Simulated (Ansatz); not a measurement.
**How far is PAW off for TaN?**

```xyz
6
Lattice="5.1960 -0.0520 -0.0520 -2.6430 4.5258 -0.0190 -0.0291 -0.0291 2.9110" Properties=species:S:1:pos:R:3 pbc="T T T"
Ta   -0.0446    2.9854    1.4255
Ta    2.5684    1.4594    1.4145
Ta    0.0000    0.0000    0.0000
N     2.0412   -0.0204   -0.0204
N     1.5501    2.7163   -0.0431
N    -1.0383    1.7780   -0.0075
```

Atoms are numbered in the order listed.

Conventional cell: a = 2.911 Å, b = 5.152 Å, c = 5.197 Å, α = 60.86°, β = 88.86°, γ = 88.43°. Ta (atom 1) is surrounded by 6 N at 2.12 to 2.18 Å. Ta (atom 2) has 6 N at 2.13 to 2.18 Å as nearest neighbours. Ta (atom 3) is surrounded by 3 N at 2.02 to 2.06 Å. N (atom 4) is surrounded by 5 Ta at 2.04 to 2.18 Å. N (atom 5) is surrounded by 5 Ta at 2.02 to 2.18 Å. Around N (atom 6) lie 5 Ta at 2.06 to 2.18 Å.

The cell is COD entry 2106407, as deposited and not checked against the literature; nothing was relaxed. The listed cell was then made from it by scaling, straining or moving an atom.

No spin–orbit coupling, which matters for the heavy atoms here.

Methods: DFT, PBE, PAW with Ansatz's default frozen-core files, scalar-relativistic (Ansatz 0.2.0); DFT, PBE, all-electron LAPW, scalar-relativistic (Ansatz 0.2.0).

For PAW: a Γ-centred 6×6×9 k mesh, Fermi–Dirac smearing of 0.01 eV, cutoff 420 eV, no spin polarisation. LAPW targets a basis error of 1 meV/atom. The Ansatz runs share mesh, smearing and spin set-up. Plane-wave (PAW) pressures include the program's estimate of the Pulay term.

Stress and pressure are positive in compression.

The change that made this cell: equal xy, yz and zx engineering shear strains of -2 %.

PAW results:

```json
{"quantity": "pressure (GPa)", "PAW": "5.31"}
{"quantity": "stress xx (GPa)", "PAW": "5.54"}
{"quantity": "stress zz (GPa)", "PAW": "4.86"}
{"quantity": "stress yz (GPa)", "PAW": "4.09"}
{"quantity": "stress xz (GPa)", "PAW": "4.10"}
{"quantity": "stress xy (GPa)", "PAW": "4.02"}
{"quantity": "force on Ta1, x (eV/Å)", "PAW": "0.131"}
{"quantity": "force on Ta2, x (eV/Å)", "PAW": "-0.127"}
{"quantity": "force on Ta3, y (eV/Å)", "PAW": "0.272"}
{"quantity": "force on N4, y (eV/Å)", "PAW": "-0.137"}
```

Task: What does LAPW (all electrons) give for the same quantities?

Result: 
| quantity | LAPW |
| --- | --- |
| pressure (GPa) | 5.37 |
| stress xx (GPa) | 5.59 |
| stress zz (GPa) | 4.97 |
| stress yz (GPa) | 4.06 |
| stress xz (GPa) | 4.08 |
| stress xy (GPa) | 4.01 |
| force on Ta1, x (eV/Å) | 0.131 |
| force on Ta2, x (eV/Å) | -0.127 |
| force on Ta3, y (eV/Å) | 0.269 |
| force on N4, y (eV/Å) | -0.135 |
